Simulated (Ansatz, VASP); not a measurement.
Given: the input of a run of Ansatz 0.2.0 on HgTe (Coloradoite).

The input input.yaml:

```yaml
crystal:
  lattice:
    - [0.0, 3.2145, 3.2145]
    - [3.2145, 0.0, 3.2145]
    - [3.2145, 3.2145, 0.0]
  atoms:
    - { symbol: Hg, position: [0.0, 0.0, 0.0] }
    - { symbol: Te, position: [0.75, 0.75, 0.75] }
hamiltonian:
  xc: pbe
  pseudopotentials: { kind: paw }
  dispersion: d4
kpoints:
  mp_grid: { grid: [7, 7, 7] }
scf:
  occupations: { method: fermi_dirac, width: 0.05 }
output:
  forces: true
  stress: true
relax:
  f_tol: 0.01
  max_steps: 40
  cell: { stress_tol: 0.05 }
```

Potentials or basis: Ansatz PAW.

The run is started by

```bash
$ ansatz run input.yaml --threads 2 --pin off --max-ram 5632MiB --backend cpu --events-out ev --progress --plain --runs-dir out
```

**Question.** Set up the same calculation for VASP 6.6.1. Potentials there: VASP PAW PBE potentials, release 64 (Hg, Te).

**Answer.** As run (the cutoff follows the program's own potentials):

Contents of INCAR:

```
PREC = Accurate
ENCUT = 600
EDIFF = 1E-7
ISMEAR = -1
SIGMA = 0.05
LREAL = F
LASPH = T
NELM = 100
ALGO = Normal
ISIF = 3
LWAVE = F
LCHARG = F
GGA = PE
IVDW = 13
IBRION = 2
NSW = 40
EDIFFG = -0.02
```

Contents of KPOINTS:

```
Automatic mesh
0
Gamma
  7 7 7
```

The input POSCAR:

```
HgTe
1.0
    0.0000000000      3.2145000000      3.2145000000
    3.2145000000      0.0000000000      3.2145000000
    3.2145000000      3.2145000000      0.0000000000
Hg Te
1 1
Direct
    0.0000000000      0.0000000000      0.0000000000
    0.7500000000      0.7500000000      0.7500000000
```

Potentials or basis: VASP PAW PBE potentials, release 64 (Hg, Te).

The run is started by

```console
$ cat potpaw_PBE.64/Hg/POTCAR potpaw_PBE.64/Te/POTCAR > POTCAR
$ mpirun -np 1 vasp_std > vasp.out
```

Both were run:

|  | VASP | Ansatz | Ansatz less VASP |
| --- | --- | --- | --- |
| relaxed volume (Å³/atom) | 35.09 | 35.04 | -0.049 |
| relaxed cell length with the largest relative difference (Å) | 4.630 | 4.628 | -0.0021 |
| energy change over the relaxation (meV/atom) | -14 | -13 | +1.0 |

The two sets of potentials don't hold the same shells in valence.

Caveats: pairwise dispersion overbinds metals, which lowers pressure and volume (VASP); the plane-wave basis is chosen anew once the cell has moved, so the energies of steps on either side of that aren't comparable (Ansatz). The runs have no spin-orbit coupling, so splittings on Hg, Te are missing. Zero-point motion and thermal expansion aren't in these numbers.
